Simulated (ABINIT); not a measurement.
# Ta (Im-3m) in ABINIT: a series of runs, part 2 of 2

ABINIT 10.8.3 (patched build).

### Step 5. Band structure, SOGGA, spin-orbit coupling, no magnetisation

run.abi

```
# Datasets: ground state, then fixed potential
ndtset 2

# Pseudopotentials
pp_dirpath "./"
pseudos "Ta.GGA_PBE-JTH.xml"

# Structure
acell 5.4048073095 5.4048073095 5.4048073095
rprim
    -0.5773502692     0.5773502692     0.5773502692
     0.5773502692    -0.5773502692     0.5773502692
     0.5773502692     0.5773502692    -0.5773502692
ntypat 1
znucl 73
natom 1
typat 1
xcart
     0.0000000000     0.0000000000     0.0000000000 Angstrom

# Plane-wave basis
ecut 517.016339 eV
pawecutdg 38.0

# Exchange and correlation
ixc -150130

# Bands and occupations
occopt 3
tsmear 0.05 eV

# Spin
nspinor 2
nspden 1
pawspnorb 1

# SCF cycle
nstep 100

# Output
iomode 3
prtwf 0
prteig 0
prtebands 0
prtden1 1

# Dataset 1
kptopt1 4
ngkpt1 11 11 11
nshiftk1 1
shiftk1 0.0 0.0 0.0
nband1 22
tolvrs1 1.0e-9

# Dataset 2: bands along G-H-N-G-P-H
iscf2 -2
getden2 1
nband2 34
nbdbuf2 8
tolwfr2 1.0e-11
kptopt2 -5
ndivsm2 6
prteig2 1
prtvol2 -3
kptbounds2
     0.0000000000     0.0000000000     0.0000000000
     0.5000000000    -0.5000000000     0.5000000000
     0.0000000000     0.0000000000     0.5000000000
     0.0000000000     0.0000000000     0.0000000000
     0.2500000000     0.2500000000     0.2500000000
     0.5000000000    -0.5000000000     0.5000000000
```

Potentials or basis: JTH PAW PBE v2.0.

Launch:

```console
> abinit run.abi > log 2>&1
```

run.abo:

```text
.Version 10.8.3 of ABINIT
 DATASET    1 : space group I4 3 2 (#211); Bravais cI (body-center cubic)
================================================================================
 Values of the parameters that define the memory need for DATASET  1.
     intxc =       0    ionmov =       0      iscf =      17    lmnmax =      18
     lnmax =       6     mgfft =      24  mpssoang =       3    mqgrid =    3001
     natom =       1  nloc_mem =       2    nspden =       1   nspinor =       2
    nsppol =       1      nsym =      24    n1xccc =       1    ntypat =       1
    occopt =       3   xclevel =       2
       mpw =         490          nfft =       13824          nkpt =          66
 PAW method is used; the additional fine FFT grid is defined by:
   mgfftf=        30    nfftf =     27000
================================================================================
================================================================================

 DATASET    2 : space group I4 3 2 (#211); Bravais cI (body-center cubic)
================================================================================
 Values of the parameters that define the memory need for DATASET  2.
     intxc =       0    ionmov =       0      iscf =      -2    lmnmax =      18
     lnmax =       6     mgfft =      24  mpssoang =       3    mqgrid =    3001
     natom =       1  nloc_mem =       2    nspden =       1   nspinor =       2
    nsppol =       1      nsym =      24    n1xccc =       1    ntypat =       1
    occopt =       3   xclevel =       2
       mpw =         490          nfft =       13824          nkpt =          35
 PAW method is used; the additional fine FFT grid is defined by:
   mgfftf=        30    nfftf =     27000
================================================================================
================================================================================

--------------------------------------------------------------------------------
------------- Echo of variables that govern the present computation ------------
--------------------------------------------------------------------------------
 -outvars: echo values of preprocessed input variables --------
            acell      5.4048073095E+00  5.4048073095E+00  5.4048073095E+00 Bohr
              amu      1.80947900E+02
             ecut      1.90000000E+01 Hartree
           getden1          0
           getden2          1
             iscf1         17
             iscf2         -2
              ixc     -150130
           jdtset        1    2
           kptopt1          4
           kptopt2         -5
         kptrlatt       11    0    0      0   11    0      0    0   11
          kptrlen1     5.94528804E+01
          kptrlen2     3.00000000E+01
            natom           1
            nband1         22
            nband2         34
           nbdbuf1          0
           nbdbuf2          8
           ndtset           2
           ndivsm1          0
           ndivsm2          6
            ngfft          24      24      24
          ngfftdg          30      30      30
             nkpt1         66
             nkpt2         35
          nspinor           2
[... 270 lines left out ...]
 -1.0832E+00 -1.0832E+00 -2.5812E-01 -2.5812E-01  5.6584E-02  5.6584E-02
  5.6584E-02  5.6584E-02  7.2024E-02  7.2024E-02  1.8391E-01  1.8391E-01
  1.8391E-01  1.8391E-01  5.8371E-01  5.8371E-01  5.8371E-01  5.8371E-01
  5.8371E-01  5.8371E-01  9.8944E-01  9.8944E-01  9.8944E-01  9.8944E-01
[... 395 lines left out ...]
  6.5974E-01  6.5974E-01  8.6476E-01  8.6476E-01  8.6621E-01  8.6621E-01
  9.5834E-01  9.5834E-01  1.2638E+00  1.2638E+00
 Non-SCF case, kpt   35 (  0.50000 -0.50000  0.50000), residuals and eigenvalues=
  1.28E-12  3.92E-12  1.73E-12  2.93E-12  8.69E-12  3.70E-12  4.92E-12  6.69E-12
  1.79E-12  3.50E-12  2.68E-12  6.87E-12  6.81E-12  6.50E-12  5.86E-12  2.26E-12
  5.50E-12  5.20E-13  3.51E-12  1.89E-12  2.84E-12  3.88E-12  5.73E-12  1.72E-12
  5.51E-12  3.73E-12  3.33E-12  9.73E-12  7.90E-12  2.57E-11  1.12E-10  1.18E-10
  3.60E-04  9.12E-04
 -2.4233E+00 -2.4233E+00 -1.4002E+00 -1.4002E+00 -1.1199E+00 -1.1199E+00
 -1.1199E+00 -1.1199E+00 -1.0606E-01 -1.0606E-01 -1.0606E-01 -1.0606E-01
  2.8069E-01  2.8069E-01  2.8069E-01  2.8069E-01  3.0154E-01  3.0154E-01
  3.0347E-01  3.0347E-01  3.7740E-01  3.7740E-01  3.7740E-01  3.7740E-01
  6.0927E-01  6.0927E-01  8.8242E-01  8.8242E-01  8.8242E-01  8.8242E-01
  9.3715E-01  9.3715E-01  1.3353E+00  1.3379E+00

--- !ResultsGS
iteration_state: {dtset: 2, }
comment   : Summary of ground state results
lattice_vectors:
- [ -3.1204670,   3.1204670,   3.1204670, ]
- [  3.1204670,  -3.1204670,   3.1204670, ]
- [  3.1204670,   3.1204670,  -3.1204670, ]
lattice_lengths: [   5.40481,    5.40481,    5.40481, ]
lattice_angles: [109.471, 109.471, 109.471, ] # degrees, (23, 13, 12)
lattice_volume:   1.2153987E+02
convergence: {deltae:  0.000E+00, res2:  0.000E+00, residm:  9.830E-12, diffor:  0.000E+00, }
etotal    :  -5.90058671E+01
entropy   :   0.00000000E+00
fermie    :   3.39458707E-02
cartesian_stress_tensor: null
pressure_GPa: null
xred      :
- [  0.0000E+00,   0.0000E+00,   0.0000E+00, Ta]
cartesian_forces: null
force_length_stats: {min: null, max: null, mean: null, }
...

 Integrated electronic density in atomic spheres:
 ------------------------------------------------
 Atom  Sphere_radius  Integrated_density
    1        2.41973         10.65656786

================================================================================

 ----iterations are completed or convergence reached----

 Mean square residual over all n,k,spin=   42.580E-13; max=  98.300E-13
 reduced coordinates (array xred) for    1 atoms
       0.000000000000      0.000000000000      0.000000000000

 cartesian coordinates (angstrom) at end:
    1      0.00000000000000     0.00000000000000     0.00000000000000
 length scales=  5.404807309500  5.404807309500  5.404807309500 bohr
              =  2.860100855569  2.860100855569  2.860100855569 angstroms
 Eigenvalues (hartree) for nkpt=  35  k points:
 kpt#   1, nband= 34, wtk=  1.00000, kpt=  0.0000  0.0000  0.0000 (reduced coord)
  -2.43069   -2.43069   -1.38015   -1.38015   -1.08316   -1.08316   -1.08316   -1.08316
  -0.25812   -0.25812    0.05658    0.05658    0.05658    0.05658    0.07202    0.07202
   0.18391    0.18391    0.18391    0.18391    0.58371    0.58371    0.58371    0.58371
   0.58371    0.58371    0.98944    0.98944    0.98944    0.98944    1.02387    1.02387
   1.11007    1.11007
 kpt#   2, nband= 34, wtk=  1.00000, kpt=  0.0625 -0.0625  0.0625 (reduced coord)
  -2.43037   -2.43037   -1.38113   -1.38113   -1.08571   -1.08571   -1.08451   -1.08451
  -0.24524   -0.24524    0.05468    0.05468    0.05899    0.05899    0.07382    0.07382
   0.16275    0.16275    0.19114    0.19114    0.60596    0.60596    0.60608    0.60608
   0.60757    0.60757    0.86163    0.86163    1.00706    1.00706    1.03302    1.03302
   1.09503    1.09542
 kpt#   3, nband= 34, wtk=  1.00000, kpt=  0.1250 -0.1250  0.1250 (reduced coord)
  -2.42948   -2.42948   -1.38383   -1.38383   -1.09237   -1.09237   -1.08839   -1.08839
  -0.20913   -0.20913    0.05241    0.05241    0.06102    0.06102    0.08645    0.08645
   0.11473    0.11473    0.20968    0.20968    0.66084    0.66084    0.66709    0.66709
   0.66938    0.66938    0.71128    0.71128    0.97985    0.97985    1.04181    1.04181
[... 179 lines left out ...]
   0.76835    0.76835    0.82539    0.82539    0.82945    0.82945    1.01738    1.01738
   1.13109    1.13109
 kpt#  34, nband= 34, wtk=  1.00000, kpt=  0.4643 -0.3929  0.4643 (reduced coord)
  -2.42351   -2.42351   -1.39966   -1.39966   -1.12026   -1.12026   -1.11778   -1.11778
  -0.09826   -0.09826   -0.09748   -0.09748    0.19689    0.19689    0.26240    0.26240
   0.26476    0.26476    0.35470    0.35470    0.40100    0.40100    0.40884    0.40884
   0.65974    0.65974    0.86476    0.86476    0.86621    0.86621    0.95834    0.95834
   1.26382    1.26382
 kpt#  35, nband= 34, wtk=  1.00000, kpt=  0.5000 -0.5000  0.5000 (reduced coord)
  -2.42327   -2.42327   -1.40018   -1.40018   -1.11988   -1.11988   -1.11988   -1.11988
  -0.10606   -0.10606   -0.10606   -0.10606    0.28069    0.28069    0.28069    0.28069
   0.30154    0.30154    0.30347    0.30347    0.37740    0.37740    0.37740    0.37740
   0.60927    0.60927    0.88242    0.88242    0.88242    0.88242    0.93715    0.93715
   1.33526    1.33786

== END DATASET(S) ==============================================================
================================================================================

 -outvars: echo values of variables after computation  --------
            acell      5.4048073095E+00  5.4048073095E+00  5.4048073095E+00 Bohr
           etotal1    -5.9005867110E+01
            fcart1    -0.0000000000E+00 -0.0000000000E+00 -0.0000000000E+00
            rprim     -5.7735026920E-01  5.7735026920E-01  5.7735026920E-01
                       5.7735026920E-01 -5.7735026920E-01  5.7735026920E-01
                       5.7735026920E-01  5.7735026920E-01 -5.7735026920E-01
           strten1     1.8851166177E-04  1.8851166177E-04  1.8851166177E-04
                       0.0000000000E+00  0.0000000000E+00  0.0000000000E+00
 Calculation completed.
```

Run time: 69 s. Hardware: 1 thread of Intel Xeon Platinum 8488C (Sapphire Rapids), shared host; peak memory 0.11 GiB.

What came out:

| Quantity | Value |
| --- | --- |
| Free energy | -1605.6314 eV |
| Pressure | -5.5 GPa |
| Band gap on the k mesh | none (metal or under the smearing width) |
| Valence electrons inside the program's atomic spheres | Ta 10.66 (radii [1.2805] Å) |

Levels at the corners of the path, in eV from the Fermi level:
```csv
point,band 10,band 11,band 12,band 13,band 14,band 15
Γ,-7.95,0.62,0.62,0.62,0.62,1.04
H,-3.81,-3.81,-3.81,6.71,6.71,6.71
N,-4.39,-1.53,-1.53,1.58,1.58,3.92
Γ,-7.95,0.62,0.62,0.62,0.62,1.04
P,-1.60,-1.03,-1.03,-1.03,-1.03,5.14
H,-3.81,-3.81,-3.81,6.71,6.71,6.71
```

Caveat: the PAW data sets were made with another functional, which shifts forces and pressure a little.

### Step 6. Summary

| task | level | spin | gap on the mesh (eV) | pressure (GPa) | V0 of scaled cells (Å³/atom) | B0 (GPa) |
| --- | --- | --- | --- | --- | --- | --- |
| equation of state | AM05 | off | - | - | 17.59 | 211 |
| equation of state | BLYP+D3 | off | - | - | 17.54 | 222 |
| band structure | PBEsol | off | none | -4.3 | - | - |
| band structure | SOGGA | SOC, no magnetisation | none | -5.5 | - | - |

Alike in all rows: potentials or basis JTH PAW PBE v2.0; cell as given; k mesh 11 × 11 × 11; cutoff (eV) 517; smearing fermi-dirac 0.05 eV.

Caveats: the PAW data sets were made with another functional, which shifts forces and pressure a little; pressures at fixed basis lie under the slope of the energies (some runs); spin-orbit coupling is left out, which moves the levels of the heavy elements (some runs).

Absolute energies hang on the potentials; compare differences alone.

### Step 7. How close it comes

Step 2. Against the measured bulk modulus of Ta, 194 GPa (quoted in “Refinement of the equation of state of tantalum”, 2004, arxiv:cond-mat/0403080), the calculated 211 GPa is off by +8.5 %. The fit is for a static lattice scaled at fixed shape and fixed fractional positions.

Step 3. Measured bulk modulus of Ta: 194 GPa (quoted in “Pressure effects on the electronic structure and superconductivity of (TaNb)0.67(HfZrTi)0.33 high entropy alloy”, 2019, arxiv:1910.08312). This calculation gives 222 GPa (+14.5 %). The fit is for a static lattice scaled at fixed shape and fixed fractional positions.
